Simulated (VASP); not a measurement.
These are r2SCAN meta-GGA, VASP's PBE PAW potentials (set 64) (plane waves; VASP) values and carry that method's errors.

The input files of a VASP run:

File POSCAR:
```
CsBr
1
    4.3221371637     0.0000000000     0.0000000000
    0.0000000000     4.3221371637     0.0000000000
    0.0000000000     0.0000000000     4.3221371637
Cs Br
1 1
Direct
  0.0000000000   0.0000000000   0.0000000000
  0.5000000000   0.5000000000   0.5000000000
```

INCAR:
```
! general
SYSTEM  = CsBr
PREC    = Accurate
ENCUT   = 400   ! plane-wave cut-off (eV)
LREAL   = .FALSE.
LASPH   = .TRUE.   ! aspherical one-centre terms

! electronic loop
EDIFF   = 1E-7
NELM    = 100
ALGO    = Normal   ! blocked Davidson
LMAXMIX = 4
LMIXTAU = .TRUE.

! smearing
ISMEAR  = -5   ! tetrahedra, Bloechl

! functional
METAGGA = R2SCAN

! ions
ISIF    = 2   ! forces and stress, cell fixed

! output
LWAVE   = .FALSE.
LCHARG  = .FALSE.
LORBIT  = 11
NEDOS   = 601   ! DOS grid
```

**KPOINTS_OPT**
```
k-points along high-symmetry lines
10
Line-mode
Reciprocal
  0.000000   0.000000   0.000000 ! GAMMA
  0.000000   0.500000   0.000000 ! X

  0.000000   0.500000   0.000000 ! X
  0.500000   0.500000   0.000000 ! M

  0.500000   0.500000   0.000000 ! M
  0.000000   0.000000   0.000000 ! GAMMA

  0.000000   0.000000   0.000000 ! GAMMA
  0.500000   0.500000   0.500000 ! R

  0.500000   0.500000   0.500000 ! R
  0.000000   0.500000   0.000000 ! X

  0.500000   0.500000   0.500000 ! R
  0.500000   0.500000   0.000000 ! M
```

KPOINTS:
```
Automatic mesh
0
Gamma
7 7 7
0 0 0
```

POTCAR, in this order: Cs_sv Br (PBE.64 set). Program: vasp_std.

The resulting files:

### OSZICAR
```
       N       E                     dE             d eps       ncg     rms          rms(c)
DAV:   1     0.499633878589E+02    0.49963E+02   -0.56580E+03   480   0.926E+02
DAV:   2    -0.392921244276E+02   -0.89256E+02   -0.84128E+02   768   0.172E+02
DAV:   3    -0.458650300985E+02   -0.65729E+01   -0.65451E+01   600   0.531E+01
DAV:   4    -0.459368506055E+02   -0.71821E-01   -0.71799E-01   556   0.636E+00
DAV:   5    -0.459374932069E+02   -0.64260E-03   -0.64249E-03   600   0.585E-01    0.173E+00
DAV:   6    -0.428548313010E+02    0.30827E+01   -0.59663E-01   532   0.647E+00    0.143E+00
DAV:   7    -0.416187812617E+02    0.12361E+01   -0.46675E-01   548   0.532E+00    0.558E-01
DAV:   8    -0.423449989520E+02   -0.72622E+00   -0.36016E-01   484   0.597E+00    0.451E-01
DAV:   9    -0.423505865545E+02   -0.55876E-02   -0.15339E-01   496   0.438E+00    0.268E-01
DAV:  10    -0.423412245863E+02    0.93620E-02   -0.15753E-01   484   0.420E+00    0.880E-02
DAV:  11    -0.423057681771E+02    0.35456E-01   -0.28383E-02   496   0.197E+00    0.680E-02
DAV:  12    -0.423202426285E+02   -0.14474E-01   -0.10120E-02   508   0.121E+00    0.481E-02
DAV:  13    -0.423188848469E+02    0.13578E-02   -0.23356E-04   592   0.176E-01    0.379E-02
DAV:  14    -0.423219361980E+02   -0.30514E-02   -0.12567E-03   488   0.405E-01    0.662E-03
DAV:  15    -0.423220537767E+02   -0.11758E-03   -0.64381E-05   576   0.103E-01    0.466E-03
DAV:  16    -0.423220760283E+02   -0.22252E-04   -0.32933E-06   556   0.214E-02    0.455E-03
DAV:  17    -0.423220601052E+02    0.15923E-04   -0.39605E-06   556   0.267E-02    0.213E-03
DAV:  18    -0.423220902846E+02   -0.30179E-04   -0.17326E-05   500   0.551E-02    0.123E-03
DAV:  19    -0.423220905669E+02   -0.28235E-06   -0.21198E-07   536   0.434E-03    0.971E-04
DAV:  20    -0.423220902555E+02    0.31140E-06   -0.11143E-07   368   0.386E-03    0.735E-04
DAV:  21    -0.423220906634E+02   -0.40787E-06   -0.19950E-07   376   0.556E-03    0.205E-04
DAV:  22    -0.423220906860E+02   -0.22643E-07   -0.12043E-08   300   0.124E-03
   1 F= -.42322091E+02 E0= -.42322091E+02  d E =0.000000E+00
       N       E                     dE             ncg
       N       E                     dE             ncg
       N       E                     dE             ncg
```

**OUTCAR**
```
------------------------ aborting loop because EDIFF is reached ----------------------------------------
  FORCE on cell =-STRESS in cart. coord.  units (eV):
  Direction    XX          YY          ZZ          XY          YZ          ZX
  --------------------------------------------------------------------------------------
  Total        0.0029909      0.0029909      0.0029909      0.0000000      0.0000000      0.0000000
  in kB        0.0593500      0.0593500      0.0593500      0.0000000      0.0000000      0.0000000
  external PRESSURE =       0.0593500 kB  Pullay stress =       0.0000000 kB
  volume of cell :       80.74
      direct lattice vectors                 reciprocal lattice vectors
     4.322137164  0.000000000  0.000000000     0.231367021  0.000000000  0.000000000
     0.000000000  4.322137164  0.000000000     0.000000000  0.231367021  0.000000000
     0.000000000  0.000000000  4.322137164     0.000000000  0.000000000  0.231367021
 POSITION                                       TOTAL-FORCE (eV/Angst)
 -----------------------------------------------------------------------------------
      0.00000      0.00000      0.00000         0.000000      0.000000      0.000000
      2.16107      2.16107      2.16107         0.000000      0.000000      0.000000
 -----------------------------------------------------------------------------------
    total drift:                                0.000000      0.000000      0.000000
  FREE ENERGIE OF THE ION-ELECTRON SYSTEM (eV)
  ---------------------------------------------------
  free  energy   TOTEN  =       -42.3220906860 eV

  energy  without entropy=      -42.3220906860  energy(sigma->0) =      -42.32209069

 total charge

# of ion       s       p       d       tot
------------------------------------------
    1        1.861   4.718   0.026   6.605
    2        1.595   3.322   0.002   4.919
--------------------------------------------------
tot          3.456   8.040   0.028  11.523
```
(Selected blocks of OUTCAR.)

The compound is CsBr in the CsCl type structure. It was relaxed first.
